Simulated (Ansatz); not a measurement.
# Li4HN: the cost of one run

Computed with Ansatz 0.2.0 (DFT PBE, scalar-relativistic, plane waves, PAW, unless a step's input says otherwise).

2 further runs of the same task are left out: 2 set aside as unsound or not needed. Runs told in other sessions of the task aren't counted.

**1. The starting structure**

It takes space group P6/mmm (No. 191, hexagonal). The conventional cell has a = 4.642 Å, b = 4.642 Å, c = 6.374 Å, α = 90.00°, β = 90.00°, γ = 120.00°. Li (site symmetry -6m2) has 9 Li at 2.25 to 2.68 Å and 3 H at 2.68 Å in its first shell of neighbours. Li (site symmetry 2mm) has 2 N at 1.93 Å and 6 Li at 2.25 to 2.32 Å in its first shell of neighbours. H (site symmetry 6/mmm) has 6 N at 2.68 Å and 12 Li at 2.70 Å in its first shell of neighbours. H (site symmetry 6/mmm) is surrounded by 18 Li at 2.68 to 2.94 Å. N (site symmetry -6m2) has 6 Li at 1.93 Å in its first shell of neighbours.

Structure file:

```
CELL_PARAMETERS angstrom
4.64230 0.00000 0.00000
-2.32115 4.02035 0.00000
0.00000 0.00000 6.37437
ATOMIC_POSITIONS crystal
Li 0.33333 0.66667 0.00000
Li 0.66667 0.33333 0.00000
Li 0.50000 0.00000 0.28300
Li 0.50000 0.50000 0.28300
Li 0.00000 0.50000 0.28300
Li 0.00000 0.50000 0.71700
Li 0.50000 0.50000 0.71700
Li 0.50000 0.00000 0.71700
H 0.00000 0.00000 0.50000
H 0.00000 0.00000 0.00000
N 0.33333 0.66667 0.50000
N 0.66667 0.33333 0.50000
```

This is candidate A: YCo4B type (P6/mmm, No. 191).

(A quick probe on a coarse mesh, which set the mesh and smearing, is not shown.)

**3. A loose first relaxation (candidate A)**

The input, input.yaml:

```yaml
crystal:
  lattice:
    - [4.6422983079, 0.0, 0.0]
    - [-2.321149154, 4.0203482667, 0.0]
    - [0.0, 0.0, 6.3743735878]
  atoms:
    - { symbol: Li, position: [0.3333333333, 0.6666666667, 0.0] }
    - { symbol: Li, position: [0.6666666667, 0.3333333333, 0.0] }
    - { symbol: Li, position: [0.5, 0.0, 0.283] }
    - { symbol: Li, position: [0.5, 0.5, 0.283] }
    - { symbol: Li, position: [0.0, 0.5, 0.283] }
    - { symbol: Li, position: [0.0, 0.5, 0.717] }
    - { symbol: Li, position: [0.5, 0.5, 0.717] }
    - { symbol: Li, position: [0.5, 0.0, 0.717] }
    - { symbol: H, position: [0.0, 0.0, 0.5] }
    - { symbol: H, position: [0.0, 0.0, 0.0] }
    - { symbol: "N", position: [0.3333333333, 0.6666666667, 0.5] }
    - { symbol: "N", position: [0.6666666667, 0.3333333333, 0.5] }
basis:
  ecutwfc: 420
kpoints:
  mp_grid: { grid: [6, 6, 4] }
hamiltonian:
  xc: pbe
scf:
  occupations: { method: gaussian, width: 0.1 }
  lower_state_search: "off"
output:
  forces: true
  stress: true
  eigenvalues: true
relax:
  adjacent_minimum: "off"
  f_tol: 0.04
  max_steps: 70
  cell: { stress_tol: 0.4 }
```

Command:

```bash
ansatz run input.yaml --threads 1 --pin off --max-ram 2560MiB --backend cpu --events-out ev --progress --plain --runs-dir out
```

What time and memory should one allow on 1 thread of Arm Neoverse V1, shared host?

About 64 s, with a peak of 0.46 GiB.
